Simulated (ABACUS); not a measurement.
Crystal: Au.

```
Au
1.0
     2.87792    0.00000    0.00000
     1.43896    2.49236    0.00000
     1.43896    0.83079    2.34982
Au
1
Cartesian
  0.0000 0.0000 0.0000
```

Base run:

```yaml
Program: ABACUS 3.10.1
Functional: BLYP
Potentials_or_basis: PseudoDojo NC SR 0.5 PBE stringent
Cutoff: 1361 eV
Density_cutoff: 5442 eV
Basis: DZP LCAO (the cutoffs set its grid)
k_mesh: 10 × 10 × 10
Occupations: fermi-dirac, width 0.05 eV
Spin: no spin polarisation
```

Its results: band gap on the k mesh none (metal or under the smearing width); pressure 24.3 GPa.

Question: The run is repeated on the same cell with these changes: functional from BLYP to LDA; potentials or basis from PseudoDojo NC SR 0.5 PBE stringent to PseudoDojo NC SR 0.4.1 LDA standard. What comes out?

Answer: Band gap on the k mesh none (metal or under the smearing width); pressure -1.7 GPa.

Caveats: the atomic orbitals were generated for these runs and aren't a published set; the basis of atomic orbitals isn't converged, which shifts pressures, moduli and gaps; so large a pressure means that the cell lies far from this level's equilibrium, or that cutoff or potentials fall short (some runs); the potentials were made for another functional, which shifts forces and pressure (some runs).
